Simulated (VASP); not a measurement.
# Tl (Fm-3m) in VASP: reference runs

How does Tl come out in PBE? The cell is run as given and disturbed.

Program: VASP 6.6.1. These are calculated values, not measurements. Logs are shortened: lines on timing, memory, paths and dates and some standing lists are left out, and cuts for length are marked.

**1. The crystal as given**

Symmetry: Fm-3m, No. 225, cubic system. The conventional cell has a = 4.933 Å, b = 4.933 Å, c = 4.933 Å, α = 90.00°, β = 90.00°, γ = 90.00°. Tl (site symmetry m-3m) is surrounded by 12 Tl at 3.49 Å.

This isn't the form of Tl at room conditions, which is hcp.

**2. Single point, PBE**

Input file INCAR:

```
SYSTEM = Tl
PREC = Accurate
ENCUT = 520
EDIFF = 1E-7
ISMEAR = -1
SIGMA = 0.05
LREAL = .False.
LASPH = .True.
NELM = 100
ALGO = Normal
ISIF = 2
LWAVE = .False.
LCHARG = .True.
GGA = PE
LELF = .True.
LVHAR = .True.
NBANDS = 12
```

Input file KPOINTS:

```
Automatic mesh
0
Gamma
  9 9 9
  0 0 0
```

Input file POSCAR:

```
Tl
1.0
    0.0000000000      2.4663412330      2.4663412330
    2.4663412330      0.0000000000      2.4663412330
    2.4663412330      2.4663412330      0.0000000000
Tl
1
Direct
    0.0000000000      0.0000000000      0.0000000000
```

Potentials or basis: VASP PAW PBE potentials, release 64 (Tl_d).

The run is started by

```sh
$ cat potpaw_PBE.64/Tl_d/POTCAR > POTCAR
$ mpirun -np 1 vasp_std > vasp.out
```

OUTCAR:

```text
SYSTEM = Tl
   PREC = Accurate
   ENCUT = 520
   EDIFF = 1E-7
   ISMEAR = -1
   LREAL = .False.
   LASPH = .True.
   NELM = 100
   ISIF = 2
   GGA = PE

 ion  position               nearest neighbor table
   1  0.000  0.000  0.000-

  LATTYP: Found a face centered cubic cell.
 ALAT       =     4.9326824660

  Lattice vectors:

 A1 = (   0.0000000000,   2.4663412330,   2.4663412330)
 A2 = (   2.4663412330,   0.0000000000,   2.4663412330)
 A3 = (   2.4663412330,   2.4663412330,   0.0000000000)

Analysis of symmetry for initial positions (statically):
=====================================================================
 Subroutine PRICEL returns:
 Original cell was already a primitive cell.

 Routine SETGRP: Setting up the symmetry group for a
 face centered cubic supercell.

 Subroutine GETGRP returns: Found 48 space group operations
 (whereof 48 operations were pure point group operations)
 out of a pool of 48 trial point group operations.

The static configuration has the point symmetry O_h .

Analysis of symmetry for dynamics (positions and initial velocities):
=====================================================================
 Subroutine PRICEL returns:
 Original cell was already a primitive cell.

 Routine SETGRP: Setting up the symmetry group for a
 face centered cubic supercell.

 Subroutine GETGRP returns: Found 48 space group operations
 (whereof 48 operations were pure point group operations)
 out of a pool of 48 trial point group operations.

The dynamic configuration has the point symmetry O_h .

 Subroutine INISYM returns: Found 48 space group operations
 (whereof 48 operations are pure point group operations),
 and found     1 'primitive' translations

----------------------------------------------------------------------------------------

                                     Primitive cell

  volume of cell :      30.0047

  direct lattice vectors                    reciprocal lattice vectors
     0.000000000  2.466341233  2.466341233    -0.202729449  0.202729449  0.202729449
     2.466341233  0.000000000  2.466341233     0.202729449 -0.202729449  0.202729449
     2.466341233  2.466341233  0.000000000     0.202729449  0.202729449 -0.202729449

  length of vectors
     3.487933221  3.487933221  3.487933221     0.351137706  0.351137706  0.351137706

  position of ions in fractional coordinates (direct lattice)
     0.000000000  0.000000000  0.000000000

  ion indices of the primitive-cell ions
   primitive index   ion index
                 1           1

----------------------------------------------------------------------------------------

 KPOINTS: Automatic mesh

Automatic generation of k-mesh.
 Grid dimensions read from file:
 generate k-points for:    9    9    9

 Generating k-lattice:

  Cartesian coordinates                     Fractional coordinates (reciprocal lattice)
    -0.022525494  0.022525494  0.022525494     0.111111111  0.000000000  0.000000000
     0.022525494 -0.022525494  0.022525494     0.000000000  0.111111111  0.000000000
     0.022525494  0.022525494 -0.022525494     0.000000000  0.000000000  0.111111111

  Length of vectors
     0.039015301  0.039015301  0.039015301

  Shift w.r.t. Gamma in fractional coordinates (k-lattice)
     0.000000000  0.000000000  0.000000000

 Subroutine IBZKPT returns following result:
 ===========================================

 Found     35 irreducible k-points:

 Following reciprocal coordinates:
            Coordinates               Weight
  0.000000  0.000000  0.000000      1.000000
  0.111111  0.000000  0.000000      8.000000
  0.222222  0.000000  0.000000      8.000000
  0.333333  0.000000  0.000000      8.000000
  0.444444  0.000000  0.000000      8.000000
  0.111111  0.111111  0.000000      6.000000
[... 27 lines left out ...]
 -0.333333  0.444444  0.111111     24.000000
 -0.333333  0.444444  0.222222     24.000000
   k-points           NKPTS =     35   k-points in BZ     NKDIM =     35   number of bands    NBANDS=     12
   number of dos      NEDOS =    301   number of ions     NIONS =      1
   total plane-waves  NPLWV =  21952
   dimension x,y,z NGX =    28 NGY =   28 NGZ =   28
   dimension x,y,z NGXF=    56 NGYF=   56 NGZF=   56
   ions per type =               1
   NGX,Y,Z   is equivalent  to a cutoff of  13.35, 13.35, 13.35 a.u.
   NGXF,Y,Z  is equivalent  to a cutoff of  26.69, 26.69, 26.69 a.u.
 SYSTEM =  Tl
   PREC   = accura    normal or accurate (medium, high low for compatibility)
   ISTART =      0    job   : 0-new  1-cont  2-samecut
   ICHARG =      2    charge: 1-file 2-atom 10-const
   ISPIN  =      1    spin polarized calculation?
   LNONCOLLINEAR =      F non collinear calculations
   LSORBIT =      F    spin-orbit coupling
   LASPH  =      T    aspherical Exc in radial PAW
   ENCUT  =  520.0 eV  38.22 Ry    6.18 a.u.   6.49  6.49  6.49*2*pi/ulx,y,z
   NELM   =    100;   NELMIN=  2; NELMDL= -5     # of ELM steps
   EDIFF  = 0.1E-06   stopping-criterion for ELM
   LREAL  =      F    real-space projection
   EDIFFG = 0.1E-05   stopping-criterion for IOM
   NSW    =      0    number of steps for IOM
   IBRION =     -1    ionic relax: 0-MD 1-quasi-New 2-CG
   NFREE  =      0    steps in history (QN), initial steepest desc. (CG)
   ISIF   =      2    stress and relaxation
   ISYM   =      2    0-nonsym 1-usesym 2-fastsym
   POTIM  = 0.5000    time-step for ionic-motion
   TEBEG  =    0.0;   TEEND  =   0.0 temperature during run
   PSTRESS=    0.0 pullay stress
   NELECT =      13.0000    total number of electrons
   NUPDOWN=      -1.0000    fix difference up-down
   EMIN   =  10.00;   EMAX   =-10.00  energy-range for DOS
   EFERMI =   0.00;   METHOD = LEGACY
   ISMEAR =    -1;   SIGMA  =   0.05  broadening in eV -4-tet -1-fermi 0-gaus
   EFERMI_NEDOS =   21; number of points for ismear=-14 and -15
   IALGO  =     38    algorithm
   IMIX   =      4    mixing-type and parameters
     AMIX     =   0.40;   BMIX     =  1.00
     AMIX_MAG =   1.60;   BMIX_MAG =  1.00
  volume/ion in A,a.u.               =      30.00       202.48
  Fermi-wavevector in a.u.,A,eV,Ry     =   1.238776  2.340947 20.879038  1.534566
  Thomas-Fermi vector in A             =   2.373287
   LORBIT       =      0    0 simple, 1 ext, 2 COOP (PROOUT), +10 PAW based schemes
   GGA     = PE    functional components
   LHFCALC =     F    Hartree Fock is set to
   AEXX    =    0.0000 exact exchange contribution
   IVDW    =     0    specifies the selected vdW correction
   LEPSILON=     F    determine dielectric tensor
   LRPA    =     F    only Hartree local field effects (RPA)
 non-spin polarized calculation
  energy-cutoff  :      520.00
  volume of cell :       30.00
 maximum number of plane-waves:       869
 NGX is ok and might be reduce to    28
   NGX = 13   NGY = 13   NGZ = 13

 number of electron      12.9999999 magnetization

 Free energy of the ion-electron system (eV)
  ---------------------------------------------------
  ext. energy  EPLUGINS =         0.00000000
  ---------------------------------------------------
  free energy    TOTEN  =        -2.20679120 eV

  energy without entropy =       -2.20165192  energy(sigma->0) =       -2.20422156

 E-fermi :   6.0417     XC(G=0):  -9.9521

 val. band max:        5.9362789533   @ k =  -0.4444   0.3333   0.1111
 cond. band min:       6.1000205977   @ k =  -0.3333   0.4444   0.2222
 fundamental gap:      0.1637416444
 Fermi energy:         6.0416723923

 k-point     1 :       0.0000    0.0000    0.0000
  band No.  band energies     occupation
      1      -5.4674      2.00000
      2      -5.4674      2.00000
      3      -5.4674      2.00000
      4      -5.2234      2.00000
      5      -5.2234      2.00000
      6      -3.6429      2.00000
      7      15.9572      0.00000
      8      15.9572      0.00000
      9      15.9572      0.00000
     10      16.9640      0.00000
     11      19.8406      0.00000
     12      20.7295      0.00000

 k-point     2 :       0.1111    0.0000    0.0000
  band No.  band energies     occupation
      1      -5.4765      2.00000
      2      -5.4401      2.00000
      3      -5.4401      2.00000
      4      -5.2255      2.00000
      5      -5.2255      2.00000
      6      -3.3878      2.00000
      7      13.4641      0.00000
      8      15.6808      0.00000
      9      15.6808      0.00000
     10      16.8394      0.00000
     11      20.3671      0.00000
     12      21.2068      0.00000

 k-point     3 :       0.2222    0.0000    0.0000
  band No.  band energies     occupation
      1      -5.5178      2.00000
      2      -5.4083      2.00000
      3      -5.4083      2.00000
      4      -5.1917      2.00000
      5      -5.1917      2.00000
      6      -2.6012      2.00000
      7       9.8571      0.00000
      8      15.0622      0.00000
      9      15.0622      0.00000
     10      16.7129      0.00000
     11      19.5058      0.00000
     12      20.5229      0.00000
[... 451 lines left out ...]
 k-point    34 :      -0.3333    0.4444    0.1111
  band No.  band energies     occupation
      1      -5.6217      2.00000
      2      -5.5143      2.00000
      3      -5.1922      2.00000
      4      -5.1257      2.00000
      5      -4.9665      2.00000
      6       2.3531      2.00000
      7       5.5065      1.99996
      8       7.1110      0.00000
      9       9.5169      0.00000
     10      15.9997      0.00000
     11      18.7133      0.00000
     12      22.6389      0.00000

 k-point    35 :      -0.3333    0.4444    0.2222
  band No.  band energies     occupation
      1      -5.5095      2.00000
      2      -5.4714      2.00000
      3      -5.3353      2.00000
      4      -5.1539      2.00000
      5      -4.9654      2.00000
      6       2.1592      2.00000
      7       6.1000      0.47481
      8       7.0590      0.00000
      9       8.7261      0.00000
     10      18.3772      0.00000
     11      19.2613      0.00000
     12      20.3765      0.00000

------------------------ aborting loop because EDIFF is reached ----------------------------------------

  FORCE on cell =-STRESS in cart. coord.  units (eV):
  Direction    XX          YY          ZZ          XY          YZ          ZX
  --------------------------------------------------------------------------------------
  -------------------------------------------------------------------------------------
  Total        0.2151079      0.2151079      0.2151079     -0.0000000      0.0000000     -0.0000000
  in kB       11.4862301     11.4862301     11.4862301     -0.0000000      0.0000000     -0.0000000
  external PRESSURE =      11.4862301 kB  Pullay stress =       0.0000000 kB

 VOLUME and BASIS-vectors are now :
 -----------------------------------------------------------------------------
  energy-cutoff  :      520.00
  volume of cell :       30.00
      direct lattice vectors                 reciprocal lattice vectors
     0.000000000  2.466341233  2.466341233    -0.202729449  0.202729449  0.202729449
     2.466341233  0.000000000  2.466341233     0.202729449 -0.202729449  0.202729449
     2.466341233  2.466341233  0.000000000     0.202729449  0.202729449 -0.202729449

 POSITION                                       TOTAL-FORCE (eV/Angst)
 -----------------------------------------------------------------------------------
      0.00000      0.00000      0.00000         0.000000      0.000000      0.000000
 -----------------------------------------------------------------------------------
    total drift:                               -0.000000     -0.000000     -0.000000

  FREE ENERGIE OF THE ION-ELECTRON SYSTEM (eV)
  ---------------------------------------------------
  free  energy   TOTEN  =        -2.2067911999 eV

  energy  without entropy=       -2.2016519202  energy(sigma->0) =       -2.20422156
```

Wall time 13 s (1 thread of AMD EPYC 7R13 (Zen 3), shared host); peak memory 0.13 GiB.

Results:

| Quantity | Value |
| --- | --- |
| Free energy | -2.2068 eV |
| Pressure | 1.1 GPa |
| Band gap on the k mesh | none (metal or under the smearing width) |

The run has no spin-orbit coupling, so splittings on Tl are missing.

**3. Single point, PBE (cell strained at random at fixed volume)**

Input file INCAR:

```
ALGO = Normal ; EDIFF = 1E-7
ENCUT = 520 ; GGA = PE
ISIF = 2 ; ISMEAR = -1
LASPH = True ; LCHARG = True
LELF = True ; LREAL = False
LVHAR = True ; LWAVE = False
NBANDS = 12 ; NELM = 100
PREC = Accurate ; SIGMA = 0.05
```

Input file KPOINTS:

```
k-points
0
Gamma
  9 9 9
```

Input file POSCAR:

```
Tl
1.0
    0.0184790000      2.4880680000      2.4975290000
    2.4826490000      0.0212950000      2.4947130000
    2.4590210000      2.4616240000      0.0449220000
Tl
1
Direct
    0.0003480000     -0.0007130000     -0.0011960000
```

Potentials or basis: VASP PAW PBE potentials, release 64 (Tl_d).

The run is started by

```sh
$ cat potpaw_PBE.64/Tl_d/POTCAR > POTCAR
$ mpirun -np 1 vasp_std > vasp.out
```

OUTCAR:

```text
EDIFF = 1E-7
   ENCUT = 520
   GGA = PE
   ISIF = 2
   ISMEAR = -1
   LASPH = True
   LREAL = False
   NELM = 100
   PREC = Accurate

 ion  position               nearest neighbor table
   1  0.000  0.999  0.999-

  LATTYP: Found a triclinic cell.
 ALAT       =     3.4579242118
 B/A-ratio  =     1.0083230986
 C/A-ratio  =     1.0063008029
 COS(alpha) =     0.0010672243
 COS(beta)  =     0.4852675937
 COS(gamma) =     0.5035400814

  Lattice vectors:

[... 810 lines left out ...]
     12      21.9623      0.00000

 [... further k-points ...]

------------------------ aborting loop because EDIFF is reached ----------------------------------------

  FORCE on cell =-STRESS in cart. coord.  units (eV):
  Direction    XX          YY          ZZ          XY          YZ          ZX
  --------------------------------------------------------------------------------------
  -------------------------------------------------------------------------------------
  Total        0.2179496      0.2166585      0.2095023     -0.0017474     -0.0389851     -0.0357581
  in kB       11.6379652     11.5690225     11.1868975     -0.0933066     -2.0817088     -1.9093909
  external PRESSURE =      11.4646284 kB  Pullay stress =       0.0000000 kB

 VOLUME and BASIS-vectors are now :
 -----------------------------------------------------------------------------
  energy-cutoff  :      520.00
  volume of cell :       30.00
      direct lattice vectors                 reciprocal lattice vectors
     0.018479000  2.488068000  2.497529000    -0.204637410  0.200735935  0.201934327
     2.482649000  0.021295000  2.494713000     0.201175274 -0.204655986  0.202392242
     2.459021000  2.461624000  0.044922000     0.205095403  0.205113979 -0.205854460

 POSITION                                       TOTAL-FORCE (eV/Angst)
 -----------------------------------------------------------------------------------
      4.93697      2.48083      2.53867         0.000000      0.000000      0.000000
 -----------------------------------------------------------------------------------
    total drift:                               -0.000001     -0.000004      0.000002

  FREE ENERGIE OF THE ION-ELECTRON SYSTEM (eV)
  ---------------------------------------------------
  free  energy   TOTEN  =        -2.2059460072 eV

  energy  without entropy=       -2.2000092701  energy(sigma->0) =       -2.20297764
```

It took 2.4 min on 1 thread of AMD EPYC 7R13 (Zen 3), shared host; peak memory 0.22 GiB.

What came out:

| Item | Value |
| --- | --- |
| Free energy | -2.2059 eV |
| Pressure | 1.1 GPa |
| Band gap on the k mesh | none (metal or under the smearing width) |

Levels at points of the mesh, in eV from the Fermi level:
```tsv
k point	band 2	band 3	band 4	band 5	band 6	band 7	band 8	band 9	band 10	band 11
(0.00, 0.00, 0.00)	-11.52	-11.50	-11.28	-11.27	-9.70	9.57	9.87	10.18	11.01	13.66
```
